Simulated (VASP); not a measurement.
# CdTe (F-43m) in VASP: further runs

CdTe is run at these levels: LDA; tasks: single point.

Program: VASP 6.6.1. These are calculated values, not measurements. Logs are shortened: lines on timing, memory, paths and dates and some standing lists are left out, and cuts for length are marked.

**The experiment to reproduce.**

From a printed reference work, data compilation, for a bulk crystal of CdTe at 0 K: band gap 1.607 eV.

The results are compared with them further down.

## (1) The cell of the first run

The structure is cubic, space group F-43m (No. 216). The conventional cell has a = 6.410 Å, b = 6.410 Å, c = 6.410 Å, α = 90.00°, β = 90.00°, γ = 90.00°. Cd (site symmetry -43m) has 4 Te at 2.78 Å within 3.7 Å. Within 3.7 Å of Te (site symmetry -43m) lie 4 Cd at 2.78 Å.

## (2) Single point, LDA

Contents of INCAR:

```
SYSTEM = CdTe
PREC = Accurate
ENCUT = 500
EDIFF = 1E-6
ISMEAR = 0
SIGMA = 0.01
LREAL = .FALSE.
LASPH = .TRUE.
NELM = 120
ALGO = Normal
ISIF = 2
LWAVE = .FALSE.
LCHARG = .FALSE.
GGA = CA
NBANDS = 16
GGA_COMPAT = .FALSE.
```

Contents of KPOINTS:

```
Automatic mesh
0
G
  5 5 5
  0 0 0
```

Contents of POSCAR:

```
CdTe
1.0
    0.0000000000      3.2050000000      3.2050000000
    3.2050000000      0.0000000000      3.2050000000
    3.2050000000      3.2050000000      0.0000000000
Cd Te
1 1
Direct
    0.0000000000      0.0000000000      0.0000000000
    0.2500000000      0.2500000000      0.2500000000
```

Potentials or basis: VASP PAW LDA potentials, release 64 (Cd, Te).

Launch:

```
$ cat potpaw_LDA.64/Cd/POTCAR potpaw_LDA.64/Te/POTCAR > POTCAR
$ mpirun -np 1 vasp_std > vasp.out
```

OUTCAR:

```text
SYSTEM = CdTe
   PREC = Accurate
   ENCUT = 500
   EDIFF = 1E-6
   ISMEAR = 0
   LREAL = .FALSE.
   LASPH = .TRUE.
   NELM = 120
   ISIF = 2
   GGA = CA

 ion  position               nearest neighbor table
   1  0.000  0.000  0.000-   2 2.78   2 2.78   2 2.78   2 2.78
   2  0.250  0.250  0.250-   1 2.78   1 2.78   1 2.78   1 2.78

  LATTYP: Found a face centered cubic cell.
 ALAT       =     6.4100000000

  Lattice vectors:

 A1 = (   0.0000000000,   3.2050000000,   3.2050000000)
 A2 = (   3.2050000000,   0.0000000000,   3.2050000000)
 A3 = (   3.2050000000,   3.2050000000,   0.0000000000)

Analysis of symmetry for initial positions (statically):
=====================================================================
 Subroutine PRICEL returns:
 Original cell was already a primitive cell.

 Routine SETGRP: Setting up the symmetry group for a
 face centered cubic supercell.

 Subroutine GETGRP returns: Found 24 space group operations
 (whereof 24 operations were pure point group operations)
 out of a pool of 48 trial point group operations.

The static configuration has the point symmetry T_d .

Analysis of symmetry for dynamics (positions and initial velocities):
=====================================================================
 Subroutine PRICEL returns:
 Original cell was already a primitive cell.

 Routine SETGRP: Setting up the symmetry group for a
 face centered cubic supercell.

 Subroutine GETGRP returns: Found 24 space group operations
 (whereof 24 operations were pure point group operations)
 out of a pool of 48 trial point group operations.

The dynamic configuration has the point symmetry T_d .

 Subroutine INISYM returns: Found 24 space group operations
 (whereof 24 operations are pure point group operations),
 and found     1 'primitive' translations

----------------------------------------------------------------------------------------

                                     Primitive cell

  volume of cell :      65.8437

  direct lattice vectors                    reciprocal lattice vectors
     0.000000000  3.205000000  3.205000000    -0.156006240  0.156006240  0.156006240
     3.205000000  0.000000000  3.205000000     0.156006240 -0.156006240  0.156006240
     3.205000000  3.205000000  0.000000000     0.156006240  0.156006240 -0.156006240

  length of vectors
[... 65 lines left out ...]
   ENCUT  =  500.0 eV  36.75 Ry    6.06 a.u.   8.26  8.26  8.26*2*pi/ulx,y,z
   NELM   =    120;   NELMIN=  2; NELMDL= -5     # of ELM steps
   EDIFF  = 0.1E-05   stopping-criterion for ELM
   LREAL  =      F    real-space projection
   EDIFFG = 0.1E-04   stopping-criterion for IOM
   NSW    =      0    number of steps for IOM
   IBRION =     -1    ionic relax: 0-MD 1-quasi-New 2-CG
   NFREE  =      0    steps in history (QN), initial steepest desc. (CG)
   ISIF   =      2    stress and relaxation
   ISYM   =      2    0-nonsym 1-usesym 2-fastsym
   POTIM  = 0.5000    time-step for ionic-motion
   TEBEG  =    0.0;   TEEND  =   0.0 temperature during run
   PSTRESS=    0.0 pullay stress
   NELECT =      18.0000    total number of electrons
   NUPDOWN=      -1.0000    fix difference up-down
   EMIN   =  10.00;   EMAX   =-10.00  energy-range for DOS
   EFERMI =   0.00;   METHOD = LEGACY
   ISMEAR =     0;   SIGMA  =   0.01  broadening in eV -4-tet -1-fermi 0-gaus
   EFERMI_NEDOS =   21; number of points for ismear=-14 and -15
   IALGO  =     38    algorithm
   IMIX   =      4    mixing-type and parameters
     AMIX     =   0.40;   BMIX     =  1.00
     AMIX_MAG =   1.60;   BMIX_MAG =  1.00
  volume/ion in A,a.u.               =      32.92       222.17
  Fermi-wavevector in a.u.,A,eV,Ry     =   1.062497  2.007828 15.359610  1.128899
  Thomas-Fermi vector in A             =   2.197950
   LORBIT       =      0    0 simple, 1 ext, 2 COOP (PROOUT), +10 PAW based schemes
   GGA     = CA    functional components
   LHFCALC =     F    Hartree Fock is set to
   AEXX    =    0.0000 exact exchange contribution
   IVDW    =     0    specifies the selected vdW correction
   LEPSILON=     F    determine dielectric tensor
   LRPA    =     F    only Hartree local field effects (RPA)
 non-spin polarized calculation
 Gauss-broadening in eV      SIGMA  =   0.01
  energy-cutoff  :      500.00
  volume of cell :       65.84
 maximum number of plane-waves:      1687
 NGX is ok and might be reduce to    36
   NGX = 17   NGY = 17   NGZ = 17

 number of electron      17.9999995 magnetization

 Free energy of the ion-electron system (eV)
  ---------------------------------------------------
  ext. energy  EPLUGINS =         0.00000000
  ---------------------------------------------------
  free energy    TOTEN  =        -6.02937098 eV

  energy without entropy =       -6.02937098  energy(sigma->0) =       -6.02937098

 E-fermi :   2.5844     XC(G=0):  -9.0869

 val. band max:        2.4767685366   @ k =   0.0000   0.0000   0.0000
 cond. band min:       3.1232636751   @ k =   0.0000   0.0000   0.0000
 fundamental gap:      0.6464951385
 Fermi energy:         2.5843887711

 k-point     1 :       0.0000    0.0000    0.0000
  band No.  band energies     occupation
      1      -8.9573      2.00000
      2      -5.9475      2.00000
      3      -5.9475      2.00000
      4      -5.9475      2.00000
      5      -5.6591      2.00000
      6      -5.6591      2.00000
[... 167 lines left out ...]
      3      -5.8163      2.00000
      4      -5.7012      2.00000
      5      -5.6513      2.00000
      6      -5.1447      2.00000
[... 8 lines left out ...]
     15      12.5488      0.00000
     16      14.5233      0.00000

------------------------ aborting loop because EDIFF is reached ----------------------------------------

  FORCE on cell =-STRESS in cart. coord.  units (eV):
  Direction    XX          YY          ZZ          XY          YZ          ZX
  --------------------------------------------------------------------------------------
  -------------------------------------------------------------------------------------
  Total        0.1273406      0.1273406      0.1273406     -0.0000000      0.0000000     -0.0000000
  in kB        3.0985846      3.0985846      3.0985846     -0.0000000      0.0000000     -0.0000000
  external PRESSURE =       3.0985846 kB  Pullay stress =       0.0000000 kB

 VOLUME and BASIS-vectors are now :
 -----------------------------------------------------------------------------
  energy-cutoff  :      500.00
  volume of cell :       65.84
      direct lattice vectors                 reciprocal lattice vectors
     0.000000000  3.205000000  3.205000000    -0.156006240  0.156006240  0.156006240
     3.205000000  0.000000000  3.205000000     0.156006240 -0.156006240  0.156006240
     3.205000000  3.205000000  0.000000000     0.156006240  0.156006240 -0.156006240

 POSITION                                       TOTAL-FORCE (eV/Angst)
 -----------------------------------------------------------------------------------
      0.00000      0.00000      0.00000        -0.000000     -0.000000     -0.000000
      1.60250      1.60250      1.60250         0.000000      0.000000      0.000000
 -----------------------------------------------------------------------------------
    total drift:                                0.000000      0.000000      0.000000

  FREE ENERGIE OF THE ION-ELECTRON SYSTEM (eV)
  ---------------------------------------------------
  free  energy   TOTEN  =        -6.0293709767 eV

  energy  without entropy=       -6.0293709767  energy(sigma->0) =       -6.02937098
```

OSZICAR:

```text
N       E                     dE             d eps       ncg     rms          rms(c)
DAV:   1     0.102967613896E+03    0.10297E+03   -0.84015E+03   320   0.963E+02
DAV:   2    -0.267667817720E+01   -0.10564E+03   -0.98485E+02   376   0.241E+02
DAV:   3    -0.624523067173E+01   -0.35686E+01   -0.35633E+01   376   0.457E+01
DAV:   4    -0.627752688139E+01   -0.32296E-01   -0.32295E-01   504   0.399E+00
DAV:   5    -0.627759436613E+01   -0.67485E-04   -0.67485E-04   392   0.171E-01    0.601E+00
DAV:   6    -0.605446471130E+01    0.22313E+00   -0.37393E-01   392   0.784E+00    0.482E+00
DAV:   7    -0.603152946950E+01    0.22935E-01   -0.95730E-02   376   0.210E+00    0.177E+00
DAV:   8    -0.602963525011E+01    0.18942E-02   -0.10766E-02   360   0.123E+00    0.433E-01
DAV:   9    -0.602937802905E+01    0.25722E-03   -0.79610E-04   400   0.318E-01    0.117E-01
DAV:  10    -0.602936833094E+01    0.96981E-05   -0.91378E-05   368   0.843E-02    0.529E-02
DAV:  11    -0.602937182224E+01   -0.34913E-05   -0.22388E-05   408   0.441E-02    0.290E-02
DAV:  12    -0.602937097674E+01    0.84550E-06   -0.18808E-06   352   0.134E-02
   1 F= -.60293710E+01 E0= -.60293710E+01  d E =-.677826E-54
```

Run time: 6.4 s. Hardware: 1 thread of Intel Xeon 6975P-C (Granite Rapids), shared host; peak memory 0.17 GiB.

What came out:

| Quantity | Value |
| --- | --- |
| Free energy | -6.0294 eV |
| Pressure | 0.3 GPa |
| Band gap on the k mesh | 0.65 eV, direct |

Caveat: spin-orbit coupling is left out, which moves the levels of the heavy elements.

## (3) Single point, LDA

Contents of INCAR:

```
  PREC = Accurate
  ENCUT = 500
  EDIFF = 1E-6
  ISMEAR = 0
  SIGMA = 0.01
  LREAL = F
  LASPH = T
  NELM = 120
  ALGO = Normal
  ISIF = 2
  LWAVE = F
  LCHARG = F
  GGA = CA
  NBANDS = 16
  GGA_COMPAT = F
```

Contents of KPOINTS:

```
regular mesh
0
Gamma
  5 5 5
```

POSCAR is that of step 2.

Potentials or basis: VASP PAW LDA potentials, release 64 (Cd, Te).

Launch:

```
$ cat potpaw_LDA.64/Cd/POTCAR potpaw_LDA.64/Te/POTCAR > POTCAR
$ mpirun -np 1 vasp_std > vasp.out
```

OUTCAR:

```text
PREC = Accurate
   ENCUT = 500
   EDIFF = 1E-6
   ISMEAR = 0
   LREAL = F
   LASPH = T
   NELM = 120
   ISIF = 2
   GGA = CA

 ion  position               nearest neighbor table
   1  0.000  0.000  0.000-   2 2.78   2 2.78   2 2.78   2 2.78
   2  0.250  0.250  0.250-   1 2.78   1 2.78   1 2.78   1 2.78

  LATTYP: Found a face centered cubic cell.
 ALAT       =     6.4100000000

  Lattice vectors:

 A1 = (   0.0000000000,   3.2050000000,   3.2050000000)
 A2 = (   3.2050000000,   0.0000000000,   3.2050000000)
 A3 = (   3.2050000000,   3.2050000000,   0.0000000000)

Analysis of symmetry for initial positions (statically):
=====================================================================
 Subroutine PRICEL returns:
 Original cell was already a primitive cell.

 Routine SETGRP: Setting up the symmetry group for a
 face centered cubic supercell.

 Subroutine GETGRP returns: Found 24 space group operations
 (whereof 24 operations were pure point group operations)
 out of a pool of 48 trial point group operations.

The static configuration has the point symmetry T_d .

Analysis of symmetry for dynamics (positions and initial velocities):
=====================================================================
 Subroutine PRICEL returns:
 Original cell was already a primitive cell.

 Routine SETGRP: Setting up the symmetry group for a
 face centered cubic supercell.

 Subroutine GETGRP returns: Found 24 space group operations
 (whereof 24 operations were pure point group operations)
 out of a pool of 48 trial point group operations.

The dynamic configuration has the point symmetry T_d .

 Subroutine INISYM returns: Found 24 space group operations
 (whereof 24 operations are pure point group operations),
 and found     1 'primitive' translations

----------------------------------------------------------------------------------------

                                     Primitive cell
[... 94 lines left out ...]
   IMIX   =      4    mixing-type and parameters
     AMIX     =   0.40;   BMIX     =  1.00
     AMIX_MAG =   1.60;   BMIX_MAG =  1.00
  volume/ion in A,a.u.               =      32.92       222.17
  Fermi-wavevector in a.u.,A,eV,Ry     =   1.062497  2.007828 15.359610  1.128899
  Thomas-Fermi vector in A             =   2.197950
   LORBIT       =      0    0 simple, 1 ext, 2 COOP (PROOUT), +10 PAW based schemes
   GGA     = CA    functional components
   LHFCALC =     F    Hartree Fock is set to
   AEXX    =    0.0000 exact exchange contribution
   IVDW    =     0    specifies the selected vdW correction
   LEPSILON=     F    determine dielectric tensor
   LRPA    =     F    only Hartree local field effects (RPA)
 non-spin polarized calculation
 Gauss-broadening in eV      SIGMA  =   0.01
  energy-cutoff  :      500.00
  volume of cell :       65.84
 maximum number of plane-waves:      1687
 NGX is ok and might be reduce to    36
   NGX = 17   NGY = 17   NGZ = 17

 number of electron      17.9999995 magnetization

 Free energy of the ion-electron system (eV)
  ---------------------------------------------------
  ext. energy  EPLUGINS =         0.00000000
  ---------------------------------------------------
  free energy    TOTEN  =        -6.02937098 eV

  energy without entropy =       -6.02937098  energy(sigma->0) =       -6.02937098

 E-fermi :   2.5844     XC(G=0):  -9.0869

 val. band max:        2.4767685366   @ k =   0.0000   0.0000   0.0000
 cond. band min:       3.1232636751   @ k =   0.0000   0.0000   0.0000
 fundamental gap:      0.6464951385
 Fermi energy:         2.5843887711

 k-point     1 :       0.0000    0.0000    0.0000
  band No.  band energies     occupation
      1      -8.9573      2.00000
      2      -5.9475      2.00000
      3      -5.9475      2.00000
      4      -5.9475      2.00000
      5      -5.6591      2.00000
      6      -5.6591      2.00000
[... 167 lines left out ...]
      3      -5.8163      2.00000
      4      -5.7012      2.00000
      5      -5.6513      2.00000
      6      -5.1447      2.00000
[... 8 lines left out ...]
     15      12.5488      0.00000
     16      14.5233      0.00000

------------------------ aborting loop because EDIFF is reached ----------------------------------------

  FORCE on cell =-STRESS in cart. coord.  units (eV):
  Direction    XX          YY          ZZ          XY          YZ          ZX
  --------------------------------------------------------------------------------------
  -------------------------------------------------------------------------------------
  Total        0.1273406      0.1273406      0.1273406     -0.0000000      0.0000000     -0.0000000
  in kB        3.0985846      3.0985846      3.0985846     -0.0000000      0.0000000     -0.0000000
  external PRESSURE =       3.0985846 kB  Pullay stress =       0.0000000 kB

 VOLUME and BASIS-vectors are now :
 -----------------------------------------------------------------------------
  energy-cutoff  :      500.00
  volume of cell :       65.84
      direct lattice vectors                 reciprocal lattice vectors
     0.000000000  3.205000000  3.205000000    -0.156006240  0.156006240  0.156006240
     3.205000000  0.000000000  3.205000000     0.156006240 -0.156006240  0.156006240
     3.205000000  3.205000000  0.000000000     0.156006240  0.156006240 -0.156006240

 POSITION                                       TOTAL-FORCE (eV/Angst)
 -----------------------------------------------------------------------------------
      0.00000      0.00000      0.00000        -0.000000     -0.000000     -0.000000
      1.60250      1.60250      1.60250         0.000000      0.000000      0.000000
 -----------------------------------------------------------------------------------
    total drift:                                0.000000      0.000000      0.000000

  FREE ENERGIE OF THE ION-ELECTRON SYSTEM (eV)
  ---------------------------------------------------
  free  energy   TOTEN  =        -6.0293709767 eV

  energy  without entropy=       -6.0293709767  energy(sigma->0) =       -6.02937098
```

Wall time 6.8 s (1 thread of Intel Xeon 6975P-C (Granite Rapids), shared host); peak memory 0.17 GiB.

Results:

```yaml
Free_energy: -6.0294 eV
Pressure: 0.3 GPa
Band_gap_on_the_k_mesh: 0.65 eV, direct
```

Levels at points of the mesh, in eV from the valence-band top:
```
           k point  band 7  band 8  band 9  band 10  band 11  band 12
(0.00, 0.00, 0.00)    0.00    0.00    0.00     0.65     4.47     4.47
```

Caveat: spin-orbit coupling is left out, which moves the levels of the heavy elements.

## (4) How close it comes

Step 2. A measured gap of CdTe is 1.607 eV (0 K; a printed reference work, data compilation); the calculated 0.65 eV misses it by -0.96 eV. Spin-orbit coupling on Cd, Te is left out. The value is that of LDA, without temperature or zero-point motion. Semilocal functionals fall short of measured gaps as a rule.

Step 3. Measured gap of CdTe: 1.607 eV (0 K; a printed reference work, data compilation). This calculation gives 0.65 eV (-0.96 eV). Spin-orbit coupling on Cd, Te is left out. The value is that of LDA, without temperature or zero-point motion. Semilocal functionals fall short of measured gaps as a rule.
